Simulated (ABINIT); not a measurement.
# AlNi (Pm-3m) in ABINIT: single point with PBEsol

Aim: the single point of AlNi with PBEsol.

Everything below comes from runs of ABINIT 10.8.3 (patched build). Logs are shortened: lines on timing, memory, paths and dates and some standing lists are left out, and cuts for length are marked. The log counts tension as positive stress, the text compression.

### Step 1. The undisturbed crystal

Symmetry: Pm-3m, No. 221, cubic system. Conventional cell: a = 2.881 Å, b = 2.881 Å, c = 2.881 Å, α = 90.00°, β = 90.00°, γ = 90.00°. Ni (site symmetry m-3m) is surrounded by 8 Al at 2.50 Å. Around Al (site symmetry m-3m) lie 8 Ni at 2.50 Å.

### Step 2. Single point, PBEsol, collinear spin, ferromagnetic start (atoms moved at random, drawn with an rms of 0.05 Å)

The input, run.abi:

```
# Pseudopotentials
pp_dirpath "./"
pseudos "Ni.upf, Al.upf"

# Structure
acell 5.444300965 5.444300965 5.444300965
rprim
     1.0000000000     0.0000000000     0.0000000000
     0.0000000000     1.0000000000     0.0000000000
     0.0000000000     0.0000000000     1.0000000000
ntypat 2
znucl 28 13
natom 2
typat 1 2
xred
     0.4989740000     0.4745230000     0.4981530000
     0.0060500000     0.0109750000    -0.0022860000
chkprim 0
chksymtnons 0
tolsym 1.0e-6

# Plane-wave basis
ecut 49.0

# k points
kptopt 1
ngkpt 9 9 9
nshiftk 1
shiftk 0.0 0.0 0.0

# Exchange and correlation
ixc -116133

# Bands and occupations
nband 15
occopt 3
tsmear 0.05 eV

# Spin
nsppol 2
spinat
     0.0000000000     0.0000000000     1.0000000000
     0.0000000000     0.0000000000     0.0000000000

# SCF cycle
nstep 100
tolvrs 1.0e-10

# Output
iomode 3
prtwf 0
prtden 0
prteig 0
prtebands 0
enunit 1
```

Potentials or basis: PseudoDojo NC SR PBEsol v0.4.1 standard.

The run is started by

```console
$ mpirun --bind-to none -np 4 abinit run.abi > log 2>&1
```

run.abo:

```text
.Version 10.8.3 of ABINIT
 Symmetries : space group P1 (#  1); Bravais aP (primitive triclinic)
================================================================================
 Values of the parameters that define the memory need of the present run
     intxc =       0    ionmov =       0      iscf =       7    lmnmax =       6
     lnmax =       6     mgfft =      36  mpssoang =       3    mqgrid =    3001
     natom =       2  nloc_mem =       1    nspden =       2   nspinor =       1
    nsppol =       2      nsym =       1    n1xccc =    2501    ntypat =       2
    occopt =       3   xclevel =       2
       mpw =        2661          nfft =       46656          nkpt =         365
================================================================================
================================================================================

--------------------------------------------------------------------------------
------------- Echo of variables that govern the present computation ------------
--------------------------------------------------------------------------------
 -outvars: echo values of preprocessed input variables --------
            acell      5.4443009650E+00  5.4443009650E+00  5.4443009650E+00 Bohr
              amu      5.86900000E+01  2.69815390E+01
          chkprim           0
      chksymtnons           0
             ecut      4.90000000E+01 Hartree
           enunit           1
                       outvar_i_n : Printing only first  50 k-points.
              ixc     -116133
                       outvar_i_n : Printing only first  50 k-points.
         kptrlatt        9    0    0      0    9    0      0    0    9
          kptrlen      4.89987087E+01
            natom           2
            nband          15
            ngfft          36      36      36
             nkpt         365
           nspden           2
           nsppol           2
            nstep         100
             nsym           1
           ntypat           2
                       prtocc : prtvol=0, do not print more k-points.
                       1.000000  1.000000  1.000000  1.000000  1.000000  1.000000
                       1.000000  1.000000  1.000000  1.000000  1.000000  0.000000
                       0.000000  0.000000  0.000000
                       1.000000  1.000000  1.000000  1.000000  1.000000  1.000000
                       1.000000  1.000000  1.000000  1.000000  1.000000  0.000000
                       0.000000  0.000000  0.000000
                       1.000000  1.000000  1.000000  1.000000  1.000000  1.000000
                       1.000000  1.000000  1.000000  1.000000  1.000000  0.000000
                       0.000000  0.000000  0.000000
                       1.000000  1.000000  1.000000  1.000000  1.000000  1.000000
                       1.000000  1.000000  1.000000  1.000000  1.000000  0.000000
                       0.000000  0.000000  0.000000
                       1.000000  1.000000  1.000000  1.000000  1.000000  1.000000
                       1.000000  1.000000  1.000000  1.000000  1.000000  0.000000
                       0.000000  0.000000  0.000000
                       1.000000  1.000000  1.000000  1.000000  1.000000  1.000000
                       1.000000  1.000000  1.000000  1.000000  1.000000  0.000000
[... 262 lines left out ...]

================================================================================

 ----iterations are completed or convergence reached----

 Mean square residual over all n,k,spin=   11.755E-08; max=  28.815E-05
 reduced coordinates (array xred) for    2 atoms
       0.498974000000      0.474523000000      0.498153000000
       0.006050000000      0.010975000000     -0.002286000000
 rms dE/dt=  3.8013E-02; max dE/dt=  6.4546E-02; dE/dt below (all hartree)
    1      -0.012968418863     -0.064546096121      0.000805375320
    2       0.012968278401      0.064546375257     -0.000805749376

 cartesian coordinates (angstrom) at end:
    1      1.43754409301238     1.36710076206078     1.43517879201401
    2      0.01743004998803     0.03161897497828    -0.00658596599548

 cartesian forces (hartree/bohr) at end:
    1      0.00238200435931     0.01185574348375    -0.00014796433065
    2     -0.00238200435931    -0.01185574348375     0.00014796433065
 frms,max,avg= 6.9822272E-03 1.1855743E-02   1.290E-08 -2.564E-08  3.435E-08 h/b

 cartesian forces (eV/Angstrom) at end:
    1      0.12248758897622     0.60964684181704    -0.00760863179972
    2     -0.12248758897622    -0.60964684181704     0.00760863179972
 frms,max,avg= 3.5904056E-01 6.0964684E-01   6.633E-07 -1.318E-06  1.766E-06 e/A
 length scales=  5.444300965000  5.444300965000  5.444300965000 bohr
              =  2.880999998021  2.880999998021  2.880999998021 angstroms
 Fermi (or HOMO) energy (eV) =  10.61123   Average Vxc (eV)= -12.25248
 Eigenvalues (   eV  ) for nkpt= 365  k points, SPIN UP:
 kpt#   1, nband= 15, wtk=  0.00137, kpt=  0.0000  0.0000  0.0000 (reduced coord)
 -92.45689  -52.98318  -52.98313  -52.97839   -0.53683    7.34273    7.35298    9.04623
   9.05763    9.05812   16.08524   16.08788   16.09824   18.77422   18.77847
 prteigrs : prtvol=0 or 1, do not print more k-points.

 Eigenvalues (   eV  ) for nkpt= 365  k points, SPIN DOWN:
 kpt#   1, nband= 15, wtk=  0.00137, kpt=  0.0000  0.0000  0.0000 (reduced coord)
 -92.45689  -52.98318  -52.98313  -52.97839   -0.53683    7.34273    7.35298    9.04623
   9.05763    9.05812   16.08524   16.08788   16.09824   18.77422   18.77847
 prteigrs : prtvol=0 or 1, do not print more k-points.

--- !EnergyTerms
iteration_state     : {dtset: 1, }
comment             : Components of total free energy in Hartree
kinetic             :  7.98825516557068E+01
hartree             :  6.39136687756002E+01
xc                  : -2.23917653219866E+01
Ewald energy        : -9.46970307579016E+01
psp_core            :  2.63612287639582E+00
local_psp           : -1.73218932463740E+02
non_local_psp       : -2.61436997827368E+01
internal            : -1.70019085018662E+02
'-kT*entropy'       : -2.40539624833774E-04
total_energy        : -1.70019325558287E+02
total_energy_eV     : -4.62646153704773E+03
band_energy         : -1.49233888937271E+01
...

 Cartesian components of stress tensor (hartree/bohr^3)
  sigma(1 1)=  8.16844305E-05  sigma(3 2)=  6.24509145E-07
  sigma(2 2)=  1.00530177E-04  sigma(3 1)=  1.25164301E-07
  sigma(3 3)=  8.08980043E-05  sigma(2 1)= -1.00376102E-05

-Cartesian components of stress tensor (GPa)         [Pressure= -2.5803E+00 GPa]
- sigma(1 1)=  2.40323892E+00  sigma(3 2)=  1.83736934E-02
- sigma(2 2)=  2.95769993E+00  sigma(3 1)=  3.68246088E-03
- sigma(3 3)=  2.38010146E+00  sigma(2 1)= -2.95316687E-01

== END DATASET(S) ==============================================================
================================================================================

 -outvars: echo values of variables after computation  --------
            acell      5.4443009650E+00  5.4443009650E+00  5.4443009650E+00 Bohr
           etotal     -1.7001932556E+02
            fcart      2.3820043593E-03  1.1855743484E-02 -1.4796433065E-04
                      -2.3820043593E-03 -1.1855743484E-02  1.4796433065E-04
           strten      8.1684430490E-05  1.0053017728E-04  8.0898004281E-05
                       6.2450914550E-07  1.2516430134E-07 -1.0037610160E-05
           xangst      1.4375440930E+00  1.3671007621E+00  1.4351787920E+00
                       1.7430049988E-02  3.1618974978E-02 -6.5859659955E-03
             xred      4.9897400000E-01  4.7452300000E-01  4.9815300000E-01
                       6.0500000000E-03  1.0975000000E-02 -2.2860000000E-03
 Calculation completed.
```

Run time: 4.9 min. Hardware: 4 MPI ranks of Arm Neoverse V1, shared host; peak memory 0.76 GiB.

Results:

```yaml
Free_energy: -4626.4615 eV
Pressure: -2.6 GPa
Largest_force: 0.622 eV/Å
Band_gap_on_the_k_mesh: none (metal or under the smearing width)
Net_moment: 0.00 μB per cell
Valence_electrons_inside_the_program's_atomic_spheres: Ni 16.45; Al 0.96
```

Forces in eV/Å, atoms in the order of the input:
```
Ni   0.122  0.610 -0.008
Al  -0.122 -0.610  0.008
```

Stress tensor (GPa, compression positive):
```
-2.40  0.30  0.00
 0.30 -2.96 -0.02
 0.00 -0.02 -2.38
```

Levels at points of the mesh, in eV from the Fermi level:
Spin up:
```
           k point  band 9  band 10  band 11  band 12  band 13  band 14
(0.00, 0.00, 0.00)   -1.55    -1.55     5.47     5.48     5.49     8.16
```
Spin down:
```
           k point  band 8  band 9  band 10  band 11  band 12  band 13  band 14  band 15
(0.00, 0.00, 0.00)   -1.57   -1.55    -1.55     5.47     5.48     5.49     8.16     8.17
```

Caveat: small starting moments can end in a higher magnetic state in this program.
